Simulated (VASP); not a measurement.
BaZrO3:

```xyz
5
Lattice="4.1913 0.0000 0.0000 0.0000 4.1913 0.0000 0.0000 0.0000 4.1913" Properties=species:S:1:pos:R:3 pbc="T T T"
Ba    0.0000    0.0000    0.0000
Zr    2.0957    2.0957    2.0957
O     0.0000    2.0957    2.0957
O     2.0957    0.0000    2.0957
O     2.0957    2.0957    0.0000
```

| Quantity | Value |
| --- | --- |
| Program | VASP 6.6.1 |
| Task | relaxation of cell and atoms |
| Functional | RPBE |
| Potentials or basis | VASP PAW PBE potentials, release 64 (Ba_sv, Zr_sv, O) |
| Cutoff | 600 eV |
| k mesh | 6 × 6 × 6 |
| Occupations | gaussian, width 0.03 eV |
| Spin | no spin polarisation |

At the start: pressure 8.5 GPa; volume 14.73 Å³/atom.

Problem. Where does the relaxation end?

Solution. Over 3 steps the energy falls by 20.8 meV/atom and the volume is 15.56 Å³/atom (+5.7 %); space group Pm-3m (No. 221, to 0.05 Å).

Step by step:
```csv
step,energy change (eV),largest force (eV/Å),pressure (GPa),volume (Å³)
1,0.0000,0.0000,8.49,73.63
2,-0.0026,0.0000,-6.85,82.27
3,-0.1041,0.0000,-0.04,77.80
```

Final structure:
```xyz
5
Lattice="4.2689 0.0000 0.0000 0.0000 4.2689 0.0000 0.0000 0.0000 4.2689" Properties=species:S:1:pos:R:3 pbc="T T T"
Ba    0.0000    0.0000    0.0000
Zr    2.1345    2.1345    2.1345
O     0.0000    2.1345    2.1345
O     2.1345    0.0000    2.1345
O     2.1345    2.1345    0.0000
```

Caveat: the PAW data sets were made with another functional, which shifts forces and pressure a little.
